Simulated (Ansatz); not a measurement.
# What moves the field gradients of SiO2?

Cell of run 1: a Materials Project structure (computed, not necessarily an observed phase).

```cif
data_SiO2
_symmetry_space_group_name_H-M 'P2_13'
_symmetry_Int_Tables_number 198
_cell_length_a 7.0818
_cell_length_b 7.0818
_cell_length_c 7.0818
_cell_angle_alpha 90.000
_cell_angle_beta 90.000
_cell_angle_gamma 90.000
loop_
_atom_site_label
_atom_site_type_symbol
_atom_site_symmetry_multiplicity
_atom_site_Wyckoff_symbol
_atom_site_fract_x
_atom_site_fract_y
_atom_site_fract_z
Si1 Si 4 a 0.9780 0.5220 0.4780
Si5 Si 4 a 0.7168 0.7832 0.2168
O9 O 12 b 0.8608 0.3365 0.5394
O17 O 4 a 0.1524 0.1524 0.1524
```

One atom of each set is listed.

Relaxed positions (PBE, cell held):

Si1 (0.9771, 0.5229, 0.4771)
Si5 (0.7142, 0.7858, 0.2142)
O9 (0.8607, 0.3328, 0.5326)
O17 (0.1542, 0.1542, 0.1542)

All runs are DFT with Ansatz 0.2.0 (plane waves and PAW, scalar-relativistic unless spin–orbit coupling is named, Γ-centred meshes, Fermi–Dirac smearing where given) in this cell.

Run 1: PBE, gradients read without the response of the cores, atoms as given; 420 eV, 3×3×3 k-points, smearing 0.02 eV.
Run 2: PBE, gradients read without the response of the cores, atoms relaxed; 420 eV, 3×3×3 k-points, smearing 0.02 eV.
Run 3: r2SCAN, gradients read without the response of the cores, at the relaxed atoms; 500 eV, 3×3×3 k-points, smearing 0.02 eV.

```
run  Si1 V_zz (η)  Si5 V_zz (η)  O9 V_zz (η)  O17 V_zz (η)
  1  -0.23 (0.00)   0.50 (0.00)  9.57 (0.18)  10.56 (0.00)
  2  -0.15 (0.00)   0.47 (0.00)  9.72 (0.22)  10.92 (0.00)
  3             ?             ?            ?             ?
```

V_zz in 10²¹ V/m².

Q: Estimate the row of run 3.

A: Si1: -0.14 (0.00); Si5: 0.45 (0.00); O9: 9.64 (0.22); O17: 10.85 (0.00). It lies nearest to run 2, from whose tensors on these sites it differs by 0.09 at most (largest principal value of the difference, on O9). Taken one at a time, the positions of the atoms (as given or relaxed) move the tensors on these sites by up to 0.36 (largest principal value of the change, on O17), the functional (r2SCAN with its higher cutoff) by 0.09 (O9).

In runs 1, 3 the atoms aren't at the calculated equilibrium (largest force 0.29, 0.32 eV/Å).
